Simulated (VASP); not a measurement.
**A VASP 6.6.1 single-point calculation on YN**

INCAR

```
ISIF = 2
IBRION = -1
NBANDS = 15
IVDW = 11
NELM = 120
ISMEAR = -1
EDIFF = 1E-7
NSW = 0
LASPH = .TRUE.
ENCUT = 520
LWAVE = .FALSE.
LREAL = .FALSE.
LCHARG = .FALSE.
SIGMA = 0.02
GGA = PE
PREC = Medium
```

KPOINTS

```
KPOINTS created by Atomic Simulation Environment
0
Gamma
10 10 10
0 0 0
```

POSCAR

```
Y  N
 1.0000000000000000
     0.0000000000000000    2.5214895869000000    2.5214895869000000
     2.5214895869000000    0.0000000000000000    2.5214895869000000
     2.5214895869000000    2.5214895869000000    0.0000000000000000
 Y   N
   1   1
Cartesian
  0.0000000000000000  0.0000000000000000  0.0000000000000000
  2.5214895869000000  2.5214895869000000  2.5214895869000000
```

The recommended PBE PAW datasets give the neutral cell 16 valence electrons.

Command

```
mpirun -np 1 vasp_std
```

OSZICAR

```
N       E                     dE             d eps       ncg     rms          rms(c)
DAV:   1     0.518342807350E+02    0.51834E+02   -0.83533E+03  1410   0.106E+03
DAV:   2    -0.189805329885E+02   -0.70815E+02   -0.63968E+02  1976   0.223E+02
DAV:   3    -0.218435709997E+02   -0.28630E+01   -0.28464E+01  1796   0.390E+01
DAV:   4    -0.218884524192E+02   -0.44881E-01   -0.44874E-01  1692   0.482E+00
DAV:   5    -0.218891759617E+02   -0.72354E-03   -0.72354E-03  1753   0.527E-01    0.258E+01
DAV:   6    -0.184888049310E+02    0.34004E+01   -0.94717E+00  1550   0.237E+01    0.292E+01
DAV:   7    -0.181765606831E+02    0.31224E+00   -0.60571E-01  1725   0.663E+00    0.211E+01
DAV:   8    -0.181820862293E+02   -0.55255E-02   -0.36417E-01  1942   0.529E+00    0.101E+01
DAV:   9    -0.181333990257E+02    0.48687E-01   -0.72168E-02  1785   0.268E+00    0.180E+00
DAV:  10    -0.181335946956E+02   -0.19567E-03   -0.70980E-03  1578   0.745E-01    0.525E-01
DAV:  11    -0.181336393809E+02   -0.44685E-04   -0.53895E-04  1932   0.196E-01    0.330E-01
DAV:  12    -0.181336167346E+02    0.22646E-04   -0.54686E-05  1713   0.666E-02    0.495E-02
DAV:  13    -0.181336175195E+02   -0.78481E-06   -0.41837E-06  1620   0.180E-02    0.104E-02
DAV:  14    -0.181336175604E+02   -0.40938E-07   -0.25160E-07  1850   0.384E-03
   1 F= -.18552069E+02 E0= -.18552069E+02  d E =-.579090E-06
```

From OUTCAR

```
k-points           NKPTS =     47   k-points in BZ     NKDIM =     47   number of bands    NBANDS=     15

   NELECT =      16.0000    total number of electrons

   dimension x,y,z NGX =    20 NGY =   20 NGZ =   20
   dimension x,y,z NGXF=    30 NGYF=   30 NGZF=   30

  energy-cutoff  :      520.00
  volume of cell :       32.06
      direct lattice vectors                 reciprocal lattice vectors
     0.000000000  2.521489587  2.521489587    -0.198295485  0.198295485  0.198295485
     2.521489587  0.000000000  2.521489587     0.198295485 -0.198295485  0.198295485
     2.521489587  2.521489587  0.000000000     0.198295485  0.198295485 -0.198295485

 k-points in reciprocal lattice and weights: KPOINTS created by Atomic Simulation Env
   0.00000000  0.00000000  0.00000000       0.001
   0.10000000  0.00000000  0.00000000       0.008
   0.20000000  0.00000000  0.00000000       0.008
   0.30000000  0.00000000  0.00000000       0.008
   0.40000000  0.00000000  0.00000000       0.008
   0.50000000  0.00000000  0.00000000       0.004
   0.10000000  0.10000000  0.00000000       0.006
   0.20000000  0.10000000  0.00000000       0.024
   ...

 E-fermi :   3.7781

 k-point     1 :       0.0000    0.0000    0.0000
  band No.  band energies     occupation
      1     -37.6335      2.00000
      2     -17.3392      2.00000
      3     -17.3392      2.00000
      4     -17.3392      2.00000
      5      -9.0590      2.00000
      6       3.6130      1.99948
      7       3.6130      1.99948
      8       3.6130      1.99948
      9       6.6004      0.00000
     10       6.6004      0.00000
     11       6.6004      0.00000
     12       6.9550      0.00000
     13       8.3571      0.00000
     14       8.3571      0.00000
     15      14.1425      0.00000

 k-point     2 :       0.1000    0.0000    0.0000
  band No.  band energies     occupation
      1     -37.6261      2.00000
      2     -17.4229      2.00000
      3     -17.3454      2.00000
      4     -17.3454      2.00000
      5      -8.9255      2.00000
      6       2.9997      2.00000
      7       3.3132      2.00000
      8       3.3133      2.00000
      9       6.6508      0.00000
     10       6.8200      0.00000
     11       6.8200      0.00000
     12       7.5586      0.00000
     13       8.8005      0.00000
     14       8.8005      0.00000
     15      14.7135      0.00000

 k-point     3 :       0.2000    0.0000    0.0000
  band No.  band energies     occupation
      1     -37.6068      2.00000
      2     -17.6328      2.00000
      3     -17.3616      2.00000
      4     -17.3616      2.00000
      5      -8.5788      2.00000
      6       1.8617      2.00000
      7       2.7003      2.00000
      8       2.7004      2.00000
      9       6.8340      0.00000
     10       7.4020      0.00000
     11       7.4020      0.00000
     12       8.7559      0.00000
     13       9.8639      0.00000
     14       9.8639      0.00000
     15      16.0267      0.00000

 ...

  Total      -2.78079    -2.78079    -2.78079     0.00000     0.00000    -0.00000
  in kB    -138.95587  -138.95587  -138.95587     0.00000     0.00000    -0.00000
  external pressure =     -138.96 kB  Pullay stress =        0.00 kB

 POSITION                                       TOTAL-FORCE (eV/Angst)
 -----------------------------------------------------------------------------------
      0.00000      0.00000      0.00000        -0.000000     -0.000000      0.000000
      2.52149      2.52149      2.52149         0.000000      0.000000     -0.000000
 -----------------------------------------------------------------------------------
    total drift:                               -0.000000      0.000000      0.000000

  FREE ENERGIE OF THE ION-ELECTRON SYSTEM (eV)
  ---------------------------------------------------
  free  energy   TOTEN  =       -18.5520691906 eV

  energy  without entropy=      -18.5520686115  energy(sigma->0) =      -18.55206890
```

It converged. Results: gap between bands v and c on the k mesh 0.33 eV; least direct gap on the k mesh 0.78 eV; pressure -13.9 GPa. Band v is the last that the valence electrons fill when counted band by band, and c is the next.

For comparison, a separate PBE run of the intended cell, on usual settings and not on those above, gives a gap of 0.33 eV on its mesh and a pressure of -11.2 GPa.

The run above took about 14 s on one core of a shared host (Intel Xeon Platinum 8488C) and held 0.14 GiB at most.
